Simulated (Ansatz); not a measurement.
# CdS (Greenockite): the cost of one run

Method: DFT, PBE, plane-wave PAW, default files, scalar-relativistic, as far as a step names no other, in Ansatz 0.2.0.

### 1 The system as given

It takes space group P6_3mc (No. 186, hexagonal). Conventional cell: a = 4.150 Å, b = 4.150 Å, c = 6.737 Å, α = 90.00°, β = 90.00°, γ = 120.00°. Cd (site symmetry 3m) is surrounded by 4 S at 2.53 to 2.54 Å. S (site symmetry 3m) is surrounded by 4 Cd at 2.53 to 2.54 Å.

As a file:

```cif
data_structure
_symmetry_space_group_name_H-M 'P6_3mc'
_symmetry_Int_Tables_number 186
_cell_length_a 4.1500
_cell_length_b 4.1500
_cell_length_c 6.7370
_cell_angle_alpha 90.000
_cell_angle_beta 90.000
_cell_angle_gamma 120.000
_cell_volume 100.48
loop_
_atom_site_label
_atom_site_type_symbol
_atom_site_symmetry_multiplicity
_atom_site_Wyckoff_symbol
_atom_site_fract_x
_atom_site_fract_y
_atom_site_fract_z
_atom_site_occupancy
Cd1 Cd 2 b 0.33333 0.66667 0.00000 1
S1 S 2 b 0.33333 0.66667 0.37500 1
```

The earlier run gave: gap on the mesh 1.20 eV, largest force 0.068 eV/Å, pressure 2.1 GPa.

Site by site (atoms counted from 1):

| site | atoms | first shell | V_zz (10²¹ V/m²) | η | C_Q (MHz) |
| --- | --- | --- | --- | --- | --- |
| Cd | 1, 2 | 4 S at 2.53–2.54 Å | -0.38 | 0.00 | – |
| S | 3, 4 | 4 Cd at 2.53–2.54 Å | 0.11 | 0.00 | -0.187 (³³S) |

Conventions: |V_zz| ≥ |V_yy| ≥ |V_xx|, η = (V_xx − V_yy)/V_zz, C_Q = eQV_zz/h. Nuclear quadrupole moments: year-2017 set (Pyykkö). A dash under C_Q marks elements without a common quadrupolar isotope.

### 2 Z stretched by +2 %, ions relaxed

Contents of input.yaml:

```yaml
crystal:
  lattice:
    - [4.15, 0.0, 0.0]
    - [-2.075, 3.5940054257, 0.0]
    - [0.0, 0.0, 6.87174]
  atoms:
    - { symbol: Cd, position: [0.3333333333, 0.6666666667, -0.0010297073] }
    - { symbol: Cd, position: [0.6666666667, 0.3333333333, 0.4989702927] }
    - { symbol: S, position: [0.3333333333, 0.6666666667, 0.3760297073] }
    - { symbol: S, position: [0.6666666667, 0.3333333333, 0.8760297073] }
kpoints:
  mp_grid: { grid: [12, 12, 7] }
scf:
  occupations: { method: fermi_dirac, width: 0.02 }
hamiltonian:
  xc: pbe
  pseudopotentials: { kind: paw }
output:
  forces: true
  stress: true
  populations: true
  efg: { quadrupole_moments_barn: { S: -0.0694 }, contact_densities: true }
relax:
  f_tol: 0.02
  max_steps: 60
```

The run is started by

```sh
$ ansatz run input.yaml --threads 1 --pin off --max-ram 3072MiB --backend cpu --events-out ev --progress --plain --runs-dir out
```

Q: Estimate wall time and peak memory on 1 thread of AMD EPYC 9R14 (Zen 4), shared host.

About 25 s, with a peak of 0.58 GiB.
